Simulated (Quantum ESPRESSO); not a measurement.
Ca:

```
Ca
1.0
    -2.24000    2.24000    2.24000
     2.24000   -2.24000    2.24000
     2.24000    2.24000   -2.24000
Ca
1
Direct
  0.00000 0.00000 0.00000
```

This isn't the form of Ca at room conditions, which is fcc.

| Quantity | Value |
| --- | --- |
| Program | Quantum ESPRESSO 7.5 |
| Task | single point |
| Functional | PBE |
| Potentials or basis | SSSP 1.3 efficiency PBE |
| Cutoff | 748 eV |
| Density cutoff | 5987 eV |
| k mesh | 8 × 8 × 8 |
| Occupations | fermi-dirac, width 0.05 eV |
| Spin | no spin polarisation |

On this cell: pressure -1.0 GPa; band gap on the k mesh none (metal or under the smearing width).

The same run follows on a disturbed copy (cell strained at random at fixed volume):

```
CELL_PARAMETERS angstrom
-2.25163 2.21383 2.23487
2.21603 -2.23722 2.22267
2.28387 2.26947 -2.25827
ATOMIC_POSITIONS crystal
Ca 0.01023 0.00536 0.01779
```

**Question.** What does the disturbed cell give?

**Answer.** The energy (extrapolated to zero smearing) moves by +0.7 meV/atom; pressure -1.0 GPa; band gap on the k mesh none (metal or under the smearing width).

Stress tensor (GPa, compression positive):
```
-0.96 -0.17  0.18
-0.17 -0.97  0.11
 0.18  0.11 -0.99
```

Caveats: the cell was measured hot, at 740 K.
